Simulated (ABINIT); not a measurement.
PtSe2 (Sudovikovite):

```
Pt Se
1.0
     3.72400    0.00000    0.00000
    -1.86200    3.22508    0.00000
     0.00000    0.00000    5.06200
Pt Se
1 2
Direct
  0.00000 0.00000 0.00000
  0.66667 0.33333 0.75000
  0.33333 0.66667 0.25000
```

Base run:

- Program: ABINIT 10.8.3 (patched build)
- Functional: PBEsol
- Potentials or basis: PseudoDojo NC SR PBEsol v0.4.1 standard
- Cutoff: 1061 eV
- k mesh: 6 × 6 × 4
- Occupations: fermi-dirac, width 0.05 eV
- Spin: no spin polarisation

Its results: band gap on the k mesh none (metal or under the smearing width); pressure 1.5 GPa; largest force 0.324 eV/Å.

**Question.** The run is repeated on the same cell with these changes: functional from PBEsol to LDA; potentials or basis from PseudoDojo NC SR PBEsol v0.4.1 standard to PseudoDojo NC SR LDA v0.4.1 standard. What comes out?

**Answer.** Band gap on the k mesh none (metal or under the smearing width); pressure -1.2 GPa; largest force 0.185 eV/Å.
